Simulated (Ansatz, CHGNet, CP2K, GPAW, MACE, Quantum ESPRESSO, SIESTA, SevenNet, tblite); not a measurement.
# The unslipped end of a generalised stacking fault on (111) (glide set) of a GaP-AlP solid solution (72 atoms) in CP2K, part 2 of 3

Aim: run the unslipped end of a generalised stacking fault on (111) (glide set) of a GaP-AlP solid solution (72 atoms) in CP2K and see how near its forces come to a plane-wave reference, and at what cost.

Program: CP2K 2026.2; the method stands at each step. Banners, paths, timers and routine set-up lines are dropped from the logs unmarked, and long logs keep their key lines alone; longer cuts are marked.

So far, spacing of highest filled and lowest empty level: step 2 (PBE, DZVP-MOLOPT-SR, 800/60 Ry, diagonalisation) 1.20.

## Step 4: PBE, DZVP-MOLOPT-SR, 800/70 Ry, diagonalisation

Method: Kohn-Sham DFT, PBE, GTH-PBE pseudopotentials, Gaussian and plane waves, DZVP-MOLOPT-SR-GTH, diagonalisation.

The input, input.inp:

```
&GLOBAL
  PROJECT cell
  RUN_TYPE ENERGY_FORCE
  PRINT_LEVEL LOW
&END GLOBAL
&FORCE_EVAL
  METHOD QS
  STRESS_TENSOR ANALYTICAL
  &DFT
    BASIS_SET_FILE_NAME BASIS_MOLOPT
    POTENTIAL_FILE_NAME GTH_POTENTIALS
    &MGRID
      CUTOFF 800
      REL_CUTOFF 70
      NGRIDS 5
    &END MGRID
    &QS
      EPS_DEFAULT 1.0E-12
    &END QS
    &SCF
      SCF_GUESS ATOMIC
      EPS_SCF 5.0E-06
      MAX_SCF 200
      ADDED_MOS 41
      &DIAGONALIZATION
        ALGORITHM STANDARD
      &END DIAGONALIZATION
      &SMEAR ON
        METHOD FERMI_DIRAC
        ELECTRONIC_TEMPERATURE [K] 580
      &END SMEAR
      &MIXING
        METHOD BROYDEN_MIXING
        ALPHA 0.15
        NBROYDEN 12
      &END MIXING
      &PRINT
        &RESTART OFF
        &END RESTART
      &END PRINT
    &END SCF
    &XC
      &XC_FUNCTIONAL PBE
      &END XC_FUNCTIONAL
    &END XC
    &PRINT
      &MULLIKEN ON
      &END MULLIKEN
      &HIRSHFELD ON
        SHAPE_FUNCTION DENSITY
      &END HIRSHFELD
      &MO ON
        EIGENVALUES T
        OCCUPATION_NUMBERS T
        MO_INDEX_RANGE 223 246
        &EACH
          QS_SCF 0
        &END EACH
        ADD_LAST NUMERIC
      &END MO
    &END PRINT
  &END DFT
  &SUBSYS
    &CELL
      A 6.68331 0.00000 0.00000
      B 0.00000 11.57583 0.00000
      C 0.00000 0.00000 19.10326
    &END CELL
    &COORD
[... 72 atom lines left out: the same atoms as in the first run ...]
    &END COORD
    &KIND Al
      BASIS_SET DZVP-MOLOPT-SR-GTH-q3
      POTENTIAL GTH-PBE-q3
    &END KIND
    &KIND P
      BASIS_SET DZVP-MOLOPT-SR-GTH-q5
      POTENTIAL GTH-PBE-q5
    &END KIND
    &KIND Ga
      BASIS_SET DZVP-MOLOPT-SR-GTH-q13
      POTENTIAL GTH-PBE-q13
    &END KIND
  &END SUBSYS
  &PRINT
    &FORCES ON
    &END FORCES
    &STRESS_TENSOR ON
    &END STRESS_TENSOR
  &END PRINT
&END FORCE_EVAL
```

Command:

```console
> OMP_NUM_THREADS=2 cp2k.psmp -i input.inp > output.txt
```

Numbers of over 12 decimals in the logs are rounded to 6 here.

Log:

```text
CP2K| version string:                                       CP2K version 2026.2
 CP2K| Input file name                                                 input.inp
 GLOBAL| Basis set file name                                        BASIS_MOLOPT
 GLOBAL| Potential file name                                      GTH_POTENTIALS
 GLOBAL| Run type                                                   ENERGY_FORCE
 GLOBAL| Total number of message passing processes                             1
 GLOBAL| Number of threads for this process                                    2
 TOTAL NUMBERS AND MAXIMUM NUMBERS
  Total number of            - Atomic kinds:                                   3
                             - Atoms:                                         72
[... lines left out ...]
                        Smear method:                                FERMI_DIRAC
[... lines left out ...]
 Number of electrons:                                                        468
[... lines left out ...]
  Step     Update method      Time    Convergence         Total energy    Change
[... lines left out ...]
  *** SCF run converged in    17 steps ***
[... lines left out ...]
  Fermi energy:                                                 0.194013
  Total energy:                                             -1618.382414
  Total energy (extrapolated to T->0):                      -1618.382414
[... lines left out ...]
 MO| E(Fermi):            0.194013 a.u.          5.279375 eV
[... lines left out ...]
 !-----------------------------------------------------------------------------!
 !-----------------------------------------------------------------------------!
                           Hirshfeld Charges
  #Atom  Element  Kind  Ref Charge     Population                    Net charge
      1       Al     1       3.000          2.832                         0.168
      2       P      2       5.000          5.184                        -0.184
      3       Ga     3      13.000         12.804                         0.196
[...]
71       Al     1       3.000          2.834                         0.166
     72       P      2       5.000          5.183                        -0.183
  Total Charge                                                           -0.000
 !-----------------------------------------------------------------------------!
 ENERGY| Total FORCE_EVAL ( QS ) energy [hartree]          -1618.382339
 FORCES| Atomic forces [hartree/bohr]
 FORCES|   Atom     x               y               z               |f|
 FORCES|      1  1.64393702E-02 -5.71183607E-04 -2.29744077E-02   2.82560180E-02
 FORCES|      2 -1.16189501E-02 -6.78597986E-03 -6.67381534E-03   1.50196316E-02
 FORCES|      3  5.56037849E-03  9.86933884E-04 -7.16718137E-03   9.12471020E-03
[...]
FORCES|     71  4.90634883E-04 -4.70925001E-03  6.87211425E-03   8.34528085E-03
 FORCES|     72  8.20974769E-03  5.60747777E-03  1.61656076E-02   1.89781620E-02
 FORCES| Sum    -4.05607556E-03  1.18792732E-03 -2.44594185E-03
 FORCES| Total atomic force                                       4.88319074E-03
 STRESS| Analytical stress tensor [bar]
 STRESS|                        x                   y                   z
 STRESS|      x       -3.08532759238E+04   2.31957097744E+03  -4.68502243161E+03
 STRESS|      y        2.31957097744E+03   6.57812709363E+04  -1.53327031727E+03
 STRESS|      z       -4.68502243161E+03  -1.53327031727E+03   9.88980143178E+03
 STRESS| 1/3 Trace                                             1.49392654815E+04
```

Wall time 5.2 min (2 threads of Arm Neoverse V1, shared host); peak memory 6.9 GiB; 9.3 min of CPU time.

Against the reference:

```
r.m.s. force component                           : 0.4526 eV/Å
r.m.s. difference of force components            : 26.16 meV/Å
longest difference of force vectors              : 78.11 meV/Å
force difference over r.m.s. force               : 5.911 %
slope of forces against the reference's          : 1.021
correlation of force components                  : 0.9986
gap (highest filled to lowest empty level) : 1.201 eV
gap difference                                   : 0.0225 eV
pressure                                         : 1.494 GPa
pressure difference                              : 0.2876 GPa
energy less the same-level run's                 : 0 meV/atom
r.m.s. force difference from the same-level run  : 0 meV/Å
```

Against the first run (5.9 %), the force difference from the reference is 5.9 %, at 1.1 times the CPU time: the change moves forces by under 0.01 meV/Å r.m.s., so most of the difference comes from elsewhere.

## Step 5: PBEsol, PBE potentials, DZVP-MOLOPT-SR, 800/60 Ry, diagonalisation

Method: Kohn-Sham DFT, PBEsol, GTH-PBE pseudopotentials, Gaussian and plane waves, DZVP-MOLOPT-SR-GTH, diagonalisation.

Changes to input.inp since step 4:

```diff
@@ -13,3 +13,3 @@
       CUTOFF 800
-      REL_CUTOFF 70
+      REL_CUTOFF 60
       NGRIDS 5
@@ -42,3 +42,6 @@
     &XC
-      &XC_FUNCTIONAL PBE
+      &XC_FUNCTIONAL
+        &PBE
+          PARAMETRIZATION PBESOL
+        &END PBE
       &END XC_FUNCTIONAL
@@ -69,2 +72,3 @@
     &COORD
+      SCALED
 [... 72 atom lines left out: the same atoms as in the first run ...]
```

Log:

```text
CP2K| version string:                                       CP2K version 2026.2
 CP2K| Input file name                                                 input.inp
 GLOBAL| Basis set file name                                        BASIS_MOLOPT
 GLOBAL| Potential file name                                      GTH_POTENTIALS
 GLOBAL| Run type                                                   ENERGY_FORCE
 GLOBAL| Total number of message passing processes                             1
 GLOBAL| Number of threads for this process                                    2
 TOTAL NUMBERS AND MAXIMUM NUMBERS
  Total number of            - Atomic kinds:                                   3
                             - Atoms:                                         72
[... lines left out ...]
                        Smear method:                                FERMI_DIRAC
[... lines left out ...]
 Number of electrons:                                                        468
[... lines left out ...]
  Step     Update method      Time    Convergence         Total energy    Change
[... lines left out ...]
  *** SCF run converged in    17 steps ***
[... lines left out ...]
  Fermi energy:                                                 0.190618
  Total energy:                                             -1614.813658
  Total energy (extrapolated to T->0):                      -1614.813656
[... lines left out ...]
 MO| E(Fermi):            0.190618 a.u.          5.186987 eV
[... lines left out ...]
 !-----------------------------------------------------------------------------!
 !-----------------------------------------------------------------------------!
                           Hirshfeld Charges
  #Atom  Element  Kind  Ref Charge     Population                    Net charge
      1       Al     1       3.000          2.840                         0.160
      2       P      2       5.000          5.169                        -0.169
      3       Ga     3      13.000         12.825                         0.175
[...]
71       Al     1       3.000          2.842                         0.158
     72       P      2       5.000          5.165                        -0.165
  Total Charge                                                           -0.000
 !-----------------------------------------------------------------------------!
 ENERGY| Total FORCE_EVAL ( QS ) energy [hartree]          -1614.813606
 FORCES| Atomic forces [hartree/bohr]
 FORCES|   Atom     x               y               z               |f|
 FORCES|      1  1.64225028E-02 -6.70098691E-04 -2.24600936E-02   2.78316984E-02
 FORCES|      2 -9.62163072E-03 -4.37644493E-03 -4.23609027E-03   1.13874277E-02
 FORCES|      3  6.24632833E-03  2.36860334E-03 -7.56652438E-03   1.00935222E-02
[...]
FORCES|     71  4.92684140E-04 -4.66125852E-03  6.91588895E-03   8.35461481E-03
 FORCES|     72  8.35126939E-03  5.48886159E-03  1.89236724E-02   2.14003896E-02
 FORCES| Sum     1.12179687E-03 -2.45430478E-03 -7.49897700E-04
 FORCES| Total atomic force                                       2.80078324E-03
 STRESS| Analytical stress tensor [bar]
 STRESS|                        x                   y                   z
 STRESS|      x       -4.77509641272E+04   2.35175761071E+03  -4.79119582533E+03
 STRESS|      y        2.35175761071E+03   5.25980651864E+04  -1.51299427070E+03
 STRESS|      z       -4.79119582533E+03  -1.51299427070E+03  -5.23984158558E+03
 STRESS| 1/3 Trace                                            -1.30913508773E+02
```

Elapsed: 4.7 min, on 2 threads; peak memory 6.9 GiB.

Compared with the plane-wave run:

```
r.m.s. force component                           : 0.4452 eV/Å
r.m.s. difference of force components            : 51.38 meV/Å
longest difference of force vectors              : 147.9 meV/Å
force difference over r.m.s. force               : 11.61 %
slope of forces against the reference's          : 0.9995
correlation of force components                  : 0.9933
gap (highest filled to lowest empty level) : 1.046 eV
gap difference                                   : -0.1332 eV
pressure                                         : -0.0131 GPa
pressure difference                              : -1.219 GPa
```

Against the first run (5.9 %), the force difference from the reference is 12 %, at 1.0 times the CPU time; the model has changed, so this is no error of the program alone.

The difference per atom is largest on P (0.12 eV/Å on average, against 0.044 on Ga).

(Continued in part 3 of 3.)

[Also dropped from logs without a mark: logging warnings of Python, and SIESTA's first energy breakdown and zero terms.]

[Logs are printed without paths, hosts, clocks, repeated set-up lines and the standing remarks that a program may print on its own settings, such as how far it seeks lower states.]

[Hosts, paths, dates, database ids (printed as entryN), source tags and the programs' standing remarks are cut or masked in the printed files.]
